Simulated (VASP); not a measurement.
Input of a VASP 6.6.1 run:

The input INCAR:

```
PREC     = Accurate       # precision mode
ENCUT    = 600            # plane-wave cutoff, eV
EDIFF    = 1E-6           # SCF threshold, eV
ISMEAR   = 0              # smearing method
SIGMA    = 0.03           # smearing width, eV
LREAL    = F              # projectors in reciprocal space
LASPH    = T              # aspherical terms in the spheres
NELM     = 80             # most SCF steps
ALGO     = Normal         # electronic algorithm
ISIF     = 3              # what is computed and relaxed
LWAVE    = F              # write WAVECAR
LCHARG   = F              # write CHGCAR
GGA      = PE             # functional
IVDW     = 12             # dispersion correction
IBRION   = 2              # ionic algorithm
NSW      = 90             # ionic steps
EDIFFG   = -0.01          # ionic threshold
```

File KPOINTS:

```
regular mesh
0
Gamma
  9 9 5
```

POSCAR

```
ZnO
1.0
    3.2493080000      0.0000000000      0.0000000000
   -1.6246540000      2.8139832727      0.0000000000
    0.0000000000      0.0000000000      5.2057090000
Zn O
2 2
Direct
    0.3333333333      0.6666666667      0.5000000000
    0.6666666667      0.3333333333      0.0000000000
    0.6666666667      0.3333333333      0.3790100000
    0.3333333333      0.6666666667      0.8790100000
```

Potentials or basis: VASP PAW PBE potentials, release 64 (Zn, O).

Command:

```console
$ cat potpaw_PBE.64/Zn/POTCAR potpaw_PBE.64/O/POTCAR > POTCAR
$ mpirun -np 1 vasp_std > vasp.out
```

Q: Predict the space group after relaxing (to 0.05 Å).

A: P6_3mc (No. 186).

Q: Predict the relaxed volume.

A: 12.13 Å³/atom.

The path:
| step | energy change (eV) | largest force (eV/Å) | pressure (GPa) | volume (Å³) |
| --- | --- | --- | --- | --- |
| 1 | 0.0000 | 0.0724 | 2.75 | 47.60 |
| 2 | -0.0064 | 0.0341 | -1.31 | 49.02 |
| 3 | -0.0087 | 0.0023 | 0.11 | 48.52 |
| 4 | -0.0087 | 0.0053 | -0.12 | 48.57 |
| 5 | -0.0087 | 0.0042 | -0.18 | 48.55 |
| 6 | -0.0088 | 0.0115 | 0.15 | 48.46 |
| 7 | -0.0088 | 0.0087 | 0.10 | 48.49 |
| 8 | -0.0088 | 0.0131 | -0.02 | 48.50 |
| 9 | -0.0088 | 0.0162 | -0.04 | 48.51 |
| 10 | -0.0089 | 0.0082 | 0.02 | 48.50 |

Zero-point motion and thermal expansion aren't in these numbers.
